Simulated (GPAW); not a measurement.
# ZnO (Cmmm) in GPAW: reference runs

How does ZnO come out in PBE? The cell is run as given.

Everything below comes from runs of GPAW 26.7.0. Logs are shortened: lines on timing, memory, paths and dates and some standing lists are left out, and cuts for length are marked. The log counts tension as positive stress, the text compression.

## 1. The structure

The structure is orthorhombic, space group Cmmm (No. 65). The conventional cell has a = 2.866 Å, b = 7.054 Å, c = 2.838 Å, α = 90.00°, β = 90.00°, γ = 90.00°. Around Zn (site symmetry mmm) lie 4 O at 2.02 Å. O (site symmetry mmm) has 4 Zn at 2.02 Å as nearest neighbours.

The cell was built by a generator and needn't be a form met in nature.

## 2. Single point, PBE

Contents of run.py:

```python
from ase import Atoms
from ase.dft.bandgap import bandgap
from ase.io import write
from ase.units import GPa
from gpaw import GPAW, PW

atoms = Atoms(['Zn', 'O'],
              cell=[[1.43323, -3.52708, 0.0],
                    [1.43323, 3.52708, 0.0],
                    [0.0, 0.0, 2.83849]],
              scaled_positions=[[0.0, 0.0, 0.0],
                                [0.5, 0.5, 0.5]],
              pbc=True)

calc = GPAW(mode=PW(800),
            xc='PBE',
            kpts={'size': (10, 10, 9), 'gamma': True},
            occupations={'name': 'fermi-dirac', 'width': 0.05},
            nbands=18,
            convergence={'density': 1e-05, 'energy': 1e-05},
            maxiter=150,
            txt='gpaw.txt')
atoms.calc = calc
energy = atoms.get_potential_energy()
forces = atoms.get_forces()
stress = atoms.get_stress()
calc.write('gs.gpw')
write('result.traj', atoms)
print(f'Energy: {energy:.6f} eV')
print('Forces (eV/A):')
print(forces.round(4))
print('Stress (GPa):', (stress / GPa).round(3))
print('Fermi level:', round(calc.get_fermi_level(), 4), 'eV')
print(f'Gap: {bandgap(calc)[0]:.4f} eV, direct: {bandgap(calc, direct=True)[0]:.4f} eV')
```

Potentials or basis: GPAW PAW data sets (gpaw-data 1.2.1), pw.

Started as:

```bash
OMP_NUM_THREADS=1 python run.py
```

gpaw.txt:

```text
__  _  _
 | _ |_)|_||  |
 |__||  | ||/\| - 26.7.0

Input parameters:
  mode=PW(ecut=800.0),
  convergence={'density': 1e-05, 'energy': 1e-05},
  kpts=MonkhorstPack(size=(10, 10, 9), gamma=True),
  maxiter=150,
  nbands=18,
  occupations=Occupations(name='fermi-dirac', width=0.05),
  xc=XC(name='PBE')

Diagonalizing LCAO Hamiltonian
Converting LCAO to pw mode

          O
       Zn

Atoms  # Å, Bohr magnetons
|   | symbol |        x |        y |        z |    initial magnetic moments |
|---|--------|----------|----------|----------|-----------------------------|
| 0 |     Zn | 0.000000 | 0.000000 | 0.000000 | ( 0.0000,  0.0000,  0.0000) |
| 1 |      O | 1.433230 | 0.000000 | 1.419245 | ( 0.0000,  0.0000,  0.0000) |

Unit cell  # Å
| periodic |        x |         y |        z |  lengths |     angles |
|----------|----------|-----------|----------|----------|------------|
|      yes | 1.433230 | -3.527080 | 0.000000 | 3.807157 |  90.000000 |
|      yes | 1.433230 |  3.527080 | 0.000000 | 3.807157 |  90.000000 |
|      yes | 0.000000 |  0.000000 | 2.838490 | 2.838490 | 135.771239 |

Number of symmetries: 8
Symmetry operations  # r_c * U_cc + t_c -> r_c
|   | kind |            matrix            |
|---|------|------------------------------|
| 0 |  E   |  1, 0, 0,  0, 1, 0,  0, 0, 1 |
| 1 |  σ   |  1, 0, 0,  0, 1, 0,  0, 0,-1 |
| 2 |  σ   |  0, 1, 0,  1, 0, 0,  0, 0, 1 |
| 3 |  C2  |  0, 1, 0,  1, 0, 0,  0, 0,-1 |
| 4 |  σ   |  0,-1, 0, -1, 0, 0,  0, 0, 1 |
| 5 |  C2  |  0,-1, 0, -1, 0, 0,  0, 0,-1 |
| 6 |  C2  | -1, 0, 0,  0,-1, 0,  0, 0, 1 |
| 7 |  i   | -1, 0, 0,  0,-1, 0,  0, 0,-1 |

BZ-sampling:
  Number of BZ points: 900
  Number of IBZ points: 155

  Monkhorst-Pack size: [10, 10, 9]
  Monkhorst-Pack shift: [0.05, 0.05, 0.0]

K-points  # in reciprocal-cell coordinates
|     |                                coordinates |     weight |
|-----|--------------------------------------------|------------|
|   0 | (  0.00000000,   0.00000000,   0.00000000) | 0.00111111 |
|   1 | (  0.00000000,   0.00000000,   0.11111111) | 0.00222222 |
|   2 | (  0.00000000,   0.00000000,   0.22222222) | 0.00222222 |
|   3 | (  0.00000000,   0.00000000,   0.33333333) | 0.00222222 |
|   4 | (  0.00000000,   0.00000000,   0.44444444) | 0.00222222 |
|   5 | (  0.10000000,  -0.10000000,   0.00000000) | 0.00222222 |
|   6 | (  0.10000000,  -0.10000000,   0.11111111) | 0.00444444 |
|   7 | (  0.10000000,  -0.10000000,   0.22222222) | 0.00444444 |
|   8 | (  0.10000000,  -0.10000000,   0.33333333) | 0.00444444 |
|   9 | (  0.10000000,  -0.10000000,   0.44444444) | 0.00444444 |
| ... |                                            |            |
| 154 | (  0.50000000,   0.50000000,   0.44444444) | 0.00222222 |

Plane wave coefficients: 1494
Cutoff: 800.0 eV

Spin-components: 1 (collinear spins)
Bands:           18
Projectors:      11
Spin-degeneracy: 2
Datatype:        complex128

Parallelization:
  kpt:    1
  domain: 1
  band:   1

Density:
  Valence electrons: 18.0
  Components: 1
  Grid points: [25 25 20]
  Charge: 0.0  # |e|

Potential:
  Grid points: [25 25 20]

species:
  Zn:
    name:    Zinc
    Z:       30.0
    valence: 12
    core:    18
    charge:  0.0  # [|e|]
    compensation charges:
      type: gauss
      rc: 0.37  # [Å]
      lmax: 2
    cutoffs:
      filter: 2.14  # [Å]
      core: 2.28  # [Å]
    projectors
    | kind |    occ | energy [eV] | rcut [Å] |
    |------|--------|-------------|----------|
    |   4s |  2.000 |      -5.977 |    1.286 |
    |   4p |  0.000 |      -1.117 |    1.270 |
    |   3d | 10.000 |     -10.142 |    1.180 |
    |    s |        |      21.234 |    1.286 |
    |    p |        |      26.095 |    1.270 |
    |    d |        |      17.070 |    1.180 |

    Using partial waves for Zn as LCAO basis

  O:
    name:    Oxygen
    Z:       8.0
    valence: 6
    core:    2
    charge:  0.0  # [|e|]
    compensation charges:
      type: gauss
      rc: 0.21  # [Å]
      lmax: 2
    cutoffs:
      filter: 1.17  # [Å]
      core: 0.83  # [Å]
    projectors
    | kind |    occ | energy [eV] | rcut [Å] |
    |------|--------|-------------|----------|
    |   2s |  2.000 |     -23.961 |    0.688 |
    |   2p |  4.000 |      -9.029 |    0.598 |
    |    s |        |       3.251 |    0.688 |
    |    p |        |      18.182 |    0.598 |
    |    d |        |       0.000 |    0.619 |

    Using partial waves for O as LCAO basis

Reference energy: -50902.178954  # eV

eigensolver:
  PPCG
  Converge bands: occupied
  niter=2

density mixing:
  MSR1-Mixer
  Pratt-step length: 0.05
  Maximum mixing coefficient: 0.75
  Old densities: 10
  SVD Regularization: 0.005
  Good broyden scale: 1.0
  Trust region scale: 1.0
  Backstep threshold: 4.0
  History deletion threshold: 6.0
  Fourier metric: weight=20.0, sigma=0.015

occupation numbers:
  Fermi-Dirac:
    width: 0.0500  # eV

poisson solver:
  ecut: 6400.0  # eV

xc functional:
  name: PBE with 2 nearest neighbor stencil

convergence criteria:
- Maximum integral of absolute [dens]ity change: 1e-05 electrons / valence electron
- Maximum [total energy] change in last 3 cyles: 1e-05 eV / valence electron
- Maximum integral of absolute [eigenst]ate change: 4e-08 eV^2 / valence electron
maximum number of iterations: 150

SCF iterations
|iter     | |      energy | eigst |  dens |
|---------|-|-------------|-------|-------|
|iter:   1| |  -10.455034 | +0.32 |       |
|iter:   2| |   -9.897981 | -1.66 | -0.95 |
|iter:   3| |   -8.537700 | -0.78 | -1.01 |
|iter:   4| |   -8.523199 | -2.96 | -1.57 |
|iter:   5| |   -8.520361 | -2.71 | -1.81 |
|iter:   6| |   -8.520405 | -4.39 | -2.91 |
|iter:   7| |   -8.520452c| -4.97 | -3.28 |
|iter:   8| |   -8.520458c| -5.66 | -3.60 |
|iter:   9| |   -8.520458c| -7.14 | -4.63 |
|iter:  10| |   -8.520458c| -7.88c| -4.99 |
|iter:  11| |   -8.520458c| -9.18c| -5.95c|

Converged in 11 steps
Energy contributions relative to reference atoms: (reference = -50902.178954)

Energy contributions:
  Kinetic:          18.654563
  Coulomb:         -16.187626
  Zero:              0.202268
  External:          0.000000
  Xc:              -11.189204
  Entropy:          -0.000917
  Spinorbit:         0.000000
  ----------------------------
  Free energy:      -8.520917
  Extrapolated:     -8.520458

dipole moment: (-5.317622, 0.000000, -5.265734)  # |e|*Ang

Fermi level: 3.294
Eigenvalues  # (at kpt = [0.000, 0.000, 0.000])
| band index |      eig [eV] | occ [0-2] |
|------------|---------------|-----------|
|          0 |       -15.360 |     2.000 |
|        ... |               |           |
|          2 |        -2.751 |     2.000 |
|          3 |        -2.465 |     2.000 |
|          4 |        -2.420 |     2.000 |
|          5 |        -2.208 |     2.000 |
|          6 |         0.428 |     2.000 |
|          7 |         0.634 |     2.000 |
|          8 |         0.682 |     2.000 |
|          9 |         3.043 |     1.987 |
|         10 |        12.812 |     0.000 |
|         11 |        13.259 |     0.000 |
|         12 |        17.308 |     0.000 |
|         13 |        20.010 |     0.000 |
|         14 |        21.095 |     0.000 |
|         15 |        22.220 |     0.000 |
|         16 |        22.688 |     0.000 |
|         17 |        26.378 |     0.000 |

No gap
No difference between direct/indirect transitions

Forces  # eV/Ang
|        x |       y |       z |
|----------|---------|---------|
| -0.00000 | 0.00000 | 0.00000 |  # Zn   0
| -0.00000 | 0.00000 | 0.00000 |  # O    1

Stress tensor  # eV/Ang^3
|         x |        y |         z |
|-----------|----------|-----------|
| -0.001634 | 0.000000 |  0.000000 |
|  0.000000 | 0.000434 |  0.000000 |
|  0.000000 | 0.000000 | -0.001609 |

# Writing to gs.gpw (mode='')
```

Run time: 62 s. Hardware: 1 thread of Arm Neoverse V2, shared host; peak memory 0.25 GiB.

Results:

* Free energy: -8.5209 eV
* Pressure: 0.2 GPa
* Band gap on the k mesh: none (metal or under the smearing width)
